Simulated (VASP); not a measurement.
InPd, 2 atoms in the cell. The structure is cubic, space group Pm-3m (No. 221). The conventional cell has a = 3.272 Å, b = 3.272 Å, c = 3.272 Å, α = 90.00°, β = 90.00°, γ = 90.00°. Around In (site symmetry m-3m) lie 8 Pd at 2.83 Å. Pd (site symmetry m-3m) has 8 In at 2.83 Å as nearest neighbours. The cell comes from a database or a generator and needn't be the stable form of this composition.

- Program: VASP 6.6.1
- Task: single point
- Functional: PBE
- Potentials or basis: VASP PAW PBE potentials, release 64 (In_d, Pd)
- Cutoff: 520 eV
- k mesh: 6 × 6 × 6
- Occupations: gaussian, width 0.1 eV
- Spin: no spin polarisation
- Dipole correction: no
- Further INCAR settings: ALGO = Fast; EDIFF = 1e-06; NBANDS = 18

Potentials or basis: VASP PAW PBE potentials, release 64 (In_d, Pd).

Launch:

```sh
$ cat potpaw_PBE.64/In_d/POTCAR potpaw_PBE.64/Pd/POTCAR > POTCAR
$ mpirun -np 1 vasp_std > vasp.out
```

Hardware: 1 thread of Intel(R) Xeon(R) Platinum 8175M CPU @ 2.50GHz (Skylake/Cascade Lake) (shared host).

How long does it take, and how much memory?

Run time: 14 s on 1 thread of Intel(R) Xeon(R) Platinum 8175M CPU @ 2.50GHz (Skylake/Cascade Lake), with other jobs on the host, peak memory 0.14 GiB. Counts: scf iterations 15, k points 20.
